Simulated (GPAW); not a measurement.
Write an ASE script for GPAW 26.7.0 that does the following.

```yaml
Task: equation of state
Functional: BP86
Dispersion: D3
Potentials_or_basis: PAW data sets generated in the run's folder for this functional
Cutoff: 800 eV
Basis: pw
k_mesh: 10 × 10 × 10
Occupations: fermi-dirac, width 0.05 eV
Spin: no spin polarisation
Maxiter: 150
Eos_scales: "[0.94, 0.96, 0.98, 1.0, 1.02, 1.04, 1.06]"
```

The structure of GaN lies in POSCAR:

```
GaN
1.0
    0.0000000000      2.2535006075      2.2535006075
    2.2535006075      0.0000000000      2.2535006075
    2.2535006075      2.2535006075      0.0000000000
Ga N
1 1
Direct
    0.0000000000      0.0000000000      0.0000000000
    0.2500000000      0.2500000000      0.2500000000
```

The cell is a database's computed one.

These files were run (other wordings do the same):

run.py

```python
from ase.calculators.mixing import SumCalculator
from ase.eos import EquationOfState
from ase.io import Trajectory, read
from ase.units import GPa
from dftd3.ase import DFTD3
from gpaw import GPAW, PW, setup_paths

setup_paths.insert(0, '.')

atoms = read('POSCAR')

traj = Trajectory('eos.traj', 'w')
volumes, energies = [], []
for x in [0.94, 0.96, 0.98, 1.0, 1.02, 1.04, 1.06]:
    a = atoms.copy()
    a.set_cell(atoms.cell * x**(1 / 3), scale_atoms=True)
    calc = GPAW(mode=PW(800),
                xc='GGA_X_B88+GGA_C_P86',
                kpts={'size': (10, 10, 10), 'gamma': True},
                occupations={'name': 'fermi-dirac', 'width': 0.05},
                nbands=11,
                convergence={'density': 1e-05, 'energy': 1e-05},
                maxiter=150,
                txt=f'eos-{x:.2f}.txt')
    a.calc = SumCalculator([calc, DFTD3(method='bp', damping='d3zero')])
    energies.append(a.get_potential_energy())
    volumes.append(a.get_volume())
    p = -a.get_stress()[:3].mean() / GPa
    calc.write(f'eos-{x:.2f}.gpw')
    traj.write(a)
    print(f'{x:.2f} {volumes[-1]:10.4f} A^3 {energies[-1]:14.6f} eV {p:9.3f} GPa', flush=True)

v0, e0, B = EquationOfState(volumes, energies, eos='birchmurnaghan').fit()
print(f'V0 = {v0:.4f} A^3, E0 = {e0:.6f} eV, B0 = {B / GPa:.2f} GPa')
```

Potentials or basis: PAW data sets generated in the run's folder for this functional, pw.

Launch:

```console
$ gpaw-setup -f GGA_X_B88+GGA_C_P86 Ga N
$ OMP_NUM_THREADS=1 python run.py
```

It gave:

- Equilibrium volume: 11.81 Å³/atom
- Bulk modulus: 198 GPa
- Pressure derivative of the bulk modulus: 4.9 (rough: it moves with the points fitted)

Caveat: the data sets keep Ga 3d, Li 1s and Be 1s frozen, and some such compounds lay over 1.5 % in volume off other programs.

Run time: 99 s on 1 thread of Arm Neoverse V1, on a shared host, peak memory 0.24 GiB.
